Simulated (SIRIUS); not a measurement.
Ge in SIRIUS: the effect of target pressure

The system is Ge.

```
CELL_PARAMETERS angstrom
4.00068 0.00000 0.00000
2.00034 3.46469 0.00000
2.00034 1.15490 3.26654
ATOMIC_POSITIONS crystal
Ge 0.75000 0.75000 0.75000
Ge 0.50000 0.50000 0.50000
```

Alike in all runs:

* Program: SIRIUS 7.12.0
* Task: relaxation of cell and atoms
* Functional: PBE
* Potentials or basis: PseudoDojo 0.4.1 PBE standard (scalar relativistic)
* Cutoff: 1078 eV
* Density cutoff: 4311 eV
* k mesh: 4 × 4 × 4
* Occupations: fermi-dirac, width 0.05 eV
* Spin: no spin polarisation

Each run relaxes the cell or the atoms first.

```tsv
target pressure	relaxed volume (Å³/atom)	gap on the mesh (eV)
0 GPa	24.43	none
5 GPa	?	?
10 GPa	21.16	0.39
20 GPa	19.52	0.50
30 GPa	18.36	0.37
```

What does the run with target pressure 5 GPa give?

Relaxed volume 22.36 Å³/atom; gap on the mesh 0.15 eV.

Worked out: In Murnaghan's law V^(-B') rises as a straight line in P. The other rows fit best with B' = 4.8, V0 = 24.41 Å³/atom and B0 = 49 GPa, which gives 22.48 Å³/atom at 5 GPa, against the run's 22.36.

Caveats: all runs use coarse meshes; the volume moved by over 15 % at a fixed basis, so the end points are rough (some runs).

A k mesh can miss the band edges.

A gap of «none» marks a metal or a gap under the smearing width.
